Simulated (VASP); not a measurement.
Crystal: AlAu.

```
Au Al
1.0
     3.22394    0.00000    0.00000
     0.00000    3.22394    0.00000
     0.00000    0.00000    3.22394
Au Al
1 1
Cartesian
  1.6120 1.6120 1.6120
  0.0000 0.0000 0.0000
```

The cell comes from a database or a generator and needn't be the stable form of this composition.

```yaml
Program: VASP 6.6.1
Task: relaxation of cell and atoms
Functional: LDA
Potentials_or_basis: VASP PAW LDA potentials, release 64 (Au, Al)
Cutoff: 600 eV
k_mesh: 8 × 8 × 8
Occupations: fermi-dirac, width 0.05 eV
Spin: no spin polarisation
```

At the start: pressure -7.7 GPa; volume 16.75 Å³/atom.

**Question.** How do energy, volume and symmetry change on relaxing?

**Answer.** Over 3 steps the energy falls by 28.2 meV/atom and the volume is 15.67 Å³/atom (-6.5 %); space group Pm-3m (No. 221, to 0.05 Å).

The path:
```
step  energy change (eV)  largest force (eV/Å)  pressure (GPa)  volume (Å³)
   1              0.0000                0.0000           -7.67        33.51
   2             -0.0192                0.0000            7.99        29.77
   3             -0.0563                0.0000           -0.05        31.34
```

Final structure:
```
Au Al
1.0
     3.15290    0.00000    0.00000
     0.00000    3.15290    0.00000
     0.00000    0.00000    3.15290
Au Al
1 1
Direct
  0.50000 0.50000 0.50000
  0.00000 0.00000 0.00000
```
